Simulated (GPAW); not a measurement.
# HgSe: band structure with r4SCAN

Crystal: HgSe.

```
Hg Se
1.0
     0.00000    3.03900    3.03900
     3.03900    0.00000    3.03900
     3.03900    3.03900    0.00000
Hg Se
1 1
Direct
  0.00000 0.00000 0.00000
  0.75000 0.75000 0.75000
```

```yaml
Program: GPAW 26.7.0
Task: band structure
Functional: r4SCAN
Potentials_or_basis: GPAW PAW data sets (gpaw-data 1.2.1)
Cutoff: 600 eV
Basis: pw
k_mesh: 6 × 6 × 6
Occupations: fermi-dirac, width 0.05 eV
Spin: spin-orbit coupling, no magnetisation
Maxiter: 150
Band_path: GXWKGLUWLK,UX
Band_points: 100
spin_axis_theta_degrees: 90
spin_axis_phi_degrees: 45
Soc_after_scf: second variation without the xc potential
```

```
Pressure                : 2.7 GPa
Band gap along the path : none (metal or under the smearing width)
```

Levels at the corners of the path, in eV from the Fermi level:
| point | band 20 | band 21 | band 22 | band 23 | band 24 | band 25 | band 26 | band 27 | band 28 | band 29 |
| --- | --- | --- | --- | --- | --- | --- | --- | --- | --- | --- |
| Γ | -0.86 | -0.25 | -0.25 | -0.01 | -0.01 | -0.01 | -0.01 | 4.74 | 4.74 | 6.36 |
| X | -5.24 | -2.52 | -2.52 | -2.46 | -2.46 | 2.89 | 2.89 | 3.18 | 3.18 | 8.73 |
| W | -5.38 | -3.11 | -2.76 | -2.65 | -2.50 | 3.66 | 3.86 | 5.26 | 5.37 | 5.98 |
| K | -5.32 | -3.19 | -2.96 | -2.09 | -2.00 | 3.02 | 3.11 | 4.66 | 4.67 | 8.08 |
| Γ | -0.86 | -0.25 | -0.25 | -0.01 | -0.01 | -0.01 | -0.01 | 4.74 | 4.74 | 6.36 |
| L | -5.76 | -1.22 | -1.22 | -1.00 | -1.00 | 1.22 | 1.22 | 6.18 | 6.18 | 6.90 |
| U | -5.32 | -3.19 | -2.96 | -2.09 | -2.00 | 3.02 | 3.11 | 4.66 | 4.67 | 8.08 |
| W | -5.38 | -3.11 | -2.76 | -2.65 | -2.50 | 3.66 | 3.86 | 5.26 | 5.37 | 5.98 |
| L | -5.76 | -1.22 | -1.22 | -1.00 | -1.00 | 1.22 | 1.22 | 6.18 | 6.18 | 6.90 |
| K | -5.32 | -3.19 | -2.96 | -2.09 | -2.00 | 3.02 | 3.11 | 4.66 | 4.67 | 8.08 |
| U | -5.32 | -3.19 | -2.96 | -2.09 | -2.00 | 3.02 | 3.11 | 4.66 | 4.67 | 8.08 |
| X | -5.24 | -2.52 | -2.52 | -2.46 | -2.46 | 2.89 | 2.89 | 3.18 | 3.18 | 8.73 |

Run time: 2.8 min on 1 thread of Arm Neoverse V1, with other jobs on the host, peak memory 0.48 GiB.

Caveat: spin-orbit coupling was added after a scalar SCF, so levels and gaps hold it while energy, forces, pressure and moments don't; this program's spin-orbit splittings come out too wide for heavy elements; the PAW data sets were made with another functional, which shifts forces and pressure a little.
